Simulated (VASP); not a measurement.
# CdS: convergence, relaxation of the cell

CdS, F-43m (no. 216), 2 atoms in the cell. PBE, spin-orbit coupling; PAW potentials Cd, S (PBE set). VASP 6.6.1. The cell is changed on purpose: volume scaled by 1.03.

Wanted: cell volume within 0.2 %; lattice lengths within 0.1 %; shortest distances from each atom, periodic images included within 0.005 Å.

What the run is for: cell; Accuracy asked: standard.

The series start from Plane-wave cutoff (eV): 410; k-point mesh: 5 × 5 × 5; Relaxation passes: 2; Ionic threshold (EDIFFG): -0.005; Electronic threshold (eV): 1e-6; Precision mode (PREC): Accurate; Relaxation algorithm: IBRION=2 POTIM=0.5. Each series keeps the choices made before it, and each single choice may use up half of a tolerance. Times cover all steps of a run.

## Plane-wave cutoff (eV)

| Plane-wave cutoff (eV) | Cell volume (Å³) | Lattice lengths, largest deviation against the largest value | Shortest distances from each atom, periodic images included, largest deviation (Å) | Time (s) |
|---|---|---|---|---|
| 280 | 51.54 | 0.5 % | 0.0129 | 29 |
| 320 | 52.18 | 0.096 % | 0.0025 | 25 |
| 360 | 51.92 | 0.26 % | 0.0066 | 38 |
| 410 | 51.97 | 0.23 % | 0.0059 | 40 |
| 480 | 52.27 | 0.038 % | 0.0010 | 49 |
| 580 | 52.3 | 0.02 % | 0.0005 | 75 |
| 720 (reference) | 52.33 | 0 % | 0.0000 | 98 |

Chosen: 580, the loosest value from which every tighter one stays within half of the tolerance.

## k-point mesh

| k-point mesh | Cell volume (Å³) | Lattice lengths, largest deviation against the largest value | Shortest distances from each atom, periodic images included, largest deviation (Å) | Time (s) |
|---|---|---|---|---|
| 3 × 3 × 3 | 52.87 | 0.38 % | 0.0098 | 66 |
| 4 × 4 × 4 | 52.4 | 0.081 % | 0.0021 | 81 |
| 5 × 5 × 5 | 52.3 | 0.017 % | 0.0004 | 75 |
| 7 × 7 × 7 | 52.27 | 0.00048 % | 0.0000 | 147 |
| 8 × 8 × 8 (reference) | 52.27 | 0 % | 0.0000 | 186 |

Chosen: 5 × 5 × 5.

## Relaxation passes

| Relaxation passes | Cell volume (Å³) | Lattice lengths, largest deviation against the largest value | Shortest distances from each atom, periodic images included, largest deviation (Å) | Time (s) |
|---|---|---|---|---|
| 1 | 52.3 | 0 % | 0.0000 | 64 |
| 2 | 52.3 | 0 % | 0.0000 | 75 |
| 3 (reference) | 52.3 | 0 % | 0.0000 | 103 |

Chosen: 1.

## Ionic threshold (EDIFFG)

| Ionic threshold (EDIFFG) | Cell volume (Å³) | Lattice lengths, largest deviation against the largest value | Shortest distances from each atom, periodic images included, largest deviation (Å) | Time (s) |
|---|---|---|---|---|
| -0.05 | 52.3 | 0 % | 0.0000 | 65 |
| -0.02 | 52.3 | 0 % | 0.0000 | 73 |
| -0.01 | 52.3 | 0 % | 0.0000 | 81 |
| -0.005 | 52.3 | 0 % | 0.0000 | 64 |
| -0.002 (reference) | 52.3 | 0 % | 0.0000 | 74 |

Chosen: -0.05.

## Electronic threshold (eV)

| Electronic threshold (eV) | Cell volume (Å³) | Lattice lengths, largest deviation against the largest value | Shortest distances from each atom, periodic images included, largest deviation (Å) | Time (s) |
|---|---|---|---|---|
| 0.0001 | 52.26 | 0.018 % | 0.0005 | 59 |
| 1e-5 | 52.3 | 0.006 % | 0.0001 | 73 |
| 1e-6 | 52.3 | 0.0038 % | 0.0001 | 65 |
| 1e-7 (reference) | 52.29 | 0 % | 0.0000 | 71 |

Chosen: 0.0001.

## Precision mode (PREC)

| Precision mode (PREC) | Cell volume (Å³) | Lattice lengths, largest deviation against the largest value | Shortest distances from each atom, periodic images included, largest deviation (Å) | Time (s) |
|---|---|---|---|---|
| Normal | 52.27 | 0.0014 % | 0.0000 | 28 |
| Accurate (reference) | 52.26 | 0 % | 0.0000 | 59 |

Chosen: Normal.

## Relaxation algorithm

| Relaxation algorithm | Cell volume (Å³) | Lattice lengths, largest deviation against the largest value | Shortest distances from each atom, periodic images included, largest deviation (Å) | Time (s) |
|---|---|---|---|---|
| IBRION=2 POTIM=0.5 | 52.27 | 0 % | 0.0000 | 28 |
| IBRION=2 POTIM=0.2 | 52.46 | 0.12 % | 0.0032 | 29 |
| IBRION=1 POTIM=0.5 | 52.2 | 0.04 % | 0.0010 | 27 |
| IBRION=1 POTIM=0.2 | 52.46 | 0.13 % | 0.0033 | 27 |

Chosen: IBRION=2 POTIM=0.5; no other choice that stays within half of the tolerance saves 30 % of the time.

## All choices together

| Input | Cell volume (Å³) | Lattice lengths, largest deviation against the largest value | Shortest distances from each atom, periodic images included, largest deviation (Å) | Time (s) |
|---|---|---|---|---|
| the program's defaults (naive) | 51.36 | 0.6 % | 0.0153 | 7.9 |
| chosen settings | 52.27 | 0.019 % | 0.0005 | 28 |
| reference settings throughout | 52.29 | 0 % | 0.0000 | 362 |

The tolerance is met.

Values of the reference run: Lattice lengths: 4.197, 4.197, 4.197 Å; Shortest distances from each atom, periodic images included: 2.57, 2.57, 2.57, 2.57, 2.57, 2.57, 2.57, 2.57 Å.

## The input

INCAR.step1:
```
  ALGO = Normal
  EDIFF = 1E-4
  EDIFFG = -0.05
  EFERMI = MIDGAP
  ENCUT = 580
  GGA = PE
  GGA_COMPAT = False
  IBRION = 2
  ISIF = 3
  ISMEAR = 0
  KPAR = 2
  LASPH = True
  LCHARG = False
  LORBIT = 11
  LREAL = False
  LSORBIT = True
  LWAVE = False
  MAGMOM = 0 0 0 0 0 0
  NELM = 200
  NELMIN = 4
  NSW = 80
  POTIM = 0.5
  PREC = Normal
  SIGMA = 0.03
```

INCAR.step2, as INCAR.step1 but for:
```
- EDIFFG = -0.05
- IBRION = 2
- ISIF = 3
- NELMIN = 4
- NSW = 80
- POTIM = 0.5
+ ISIF = 2
```

KPOINTS:
```
Automatic mesh
0
Gamma
  5 5 5
  0 0 0
```

POSCAR.step1:
```
CdS
1.0
    0.0000000000      2.9453781157      2.9453781157
    2.9453781157      0.0000000000      2.9453781157
    2.9453781157      2.9453781157      0.0000000000
Cd S
1 1
Direct
    0.0000000000      0.0000000000      0.0000000000
    0.7500000000      0.7500000000      0.7500000000
```

Commands (each step's output is kept before the next begins):
```
cat potpaw_PBE.64/Cd/POTCAR potpaw_PBE.64/S/POTCAR > POTCAR
cp INCAR.step1 INCAR
cp POSCAR.step1 POSCAR
mpirun -np 2 vasp_ncl > vasp.out
cp CONTCAR POSCAR
cp INCAR.step2 INCAR
mpirun -np 2 vasp_ncl > vasp.out
```

The chosen input took VASP 6.6.1 28 s on 2 cores (Intel Xeon 6975P-C (Granite Rapids)), a shared host.

## An input that fails: cell relaxed at a low cutoff

VASP's message: ERROR FEXCF: supplied exchange-correlation table is too small, maximal index : 4143.

Changes against the starting input:
```
(all steps)
- PREC = Accurate
- NELM = 200
- ENCUT = 410
+ PREC = Low
+ NELM = 83
+ ENCUT = 190
```
